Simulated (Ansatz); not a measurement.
The calculation used DFT, PBE, plane waves (420 eV) with PAW, scalar-relativistic in Ansatz.

An element in the diamond structure gives this curve. The cell is scaled uniformly from the relaxed one, with fractional coordinates and shape fixed. Energies are extrapolated to zero smearing, pressures are those at the given smearing. Magnetic state: spin not included.

```json
{"V (Å³/atom)": "18.473", "E − E₀ (meV/atom)": "148.8", "P (GPa)": "22.44"}
{"V (Å³/atom)": "19.313", "E − E₀ (meV/atom)": "58.5", "P (GPa)": "13.04"}
{"V (Å³/atom)": "20.152", "E − E₀ (meV/atom)": "12.1", "P (GPa)": "5.68"}
{"V (Å³/atom)": "20.992", "E − E₀ (meV/atom)": "0.1", "P (GPa)": "-0.08"}
{"V (Å³/atom)": "21.832", "E − E₀ (meV/atom)": "14.9", "P (GPa)": "-4.57"}
{"V (Å³/atom)": "22.672", "E − E₀ (meV/atom)": "50.6", "P (GPa)": "-8.05"}
{"V (Å³/atom)": "23.511", "E − E₀ (meV/atom)": "102.4", "P (GPa)": "-10.73"}
```

Q: Which element is it?
A. chromium
B. copper
C. platinum
D. rhodium

A: D. Its fit is V₀ = 20.91 Å³/atom, B₀ = 130 GPa, B₀′ = 5.2.
